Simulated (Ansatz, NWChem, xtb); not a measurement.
# Ligand exchange: C3H7Br + NaSH → C3H8S + NaBr

Species: C3H7Br (1-bromopropane) `CCCBr`, singlet; NaSH `[Na][SH]`, singlet; C3H8S (1-propanethiol) `CCCS`, singlet; NaBr, singlet. The partners trade Br for SH: C–Br and Na–SH bonds give way to C–SH and Na–Br.

Shapes, held fixed at every level: PBE0-D4/def2-TZVP. Flexible molecules stand in one conformer, not always the lowest. Programs: Ansatz 0.2.0, NWChem 7.3.0, xtb 6.7.1. Electronic energies: no zero-point or thermal term.

Q: Estimate ΔE of this reaction.

A: The highest level, CCSD(T)/def2-TZVPP, gives ΔE = -96.1 kJ/mol; the levels span -117.5 to -91.0. The column of differences is taken from that level and isn't an error. No measured value is set beside it here. Relativity is left out for Br. Outer-core shells of Br, Na are correlated, in sets that cover them unevenly.

```
              level                    kind  ΔE (kJ/mol)  less CCSD(T)/def2-TZVPP
           GFN2-xTB          semi-empirical       -108.9                    -12.8
        HF/def2-SVP            Hartree–Fock       -117.5                    -21.4
      HF/def2-TZVPP            Hartree–Fock       -115.3                    -19.2
  PBE-D4/def2-TZVPP                     GGA        -91.0                     +5.1
B3LYP-D4/def2-TZVPP           global hybrid        -96.9                     -0.8
 wB97M-V/def2-TZVPP  range-separated hybrid       -100.5                     -4.4
  B2PLYP/def2-TZVPP           double hybrid        -97.6                     -1.5
     MP2/def2-TZVPP     perturbation theory        -96.9                     -0.8
 CCSD(T)/def2-TZVPP   coupled cluster or CI        -96.1                      0.0
```
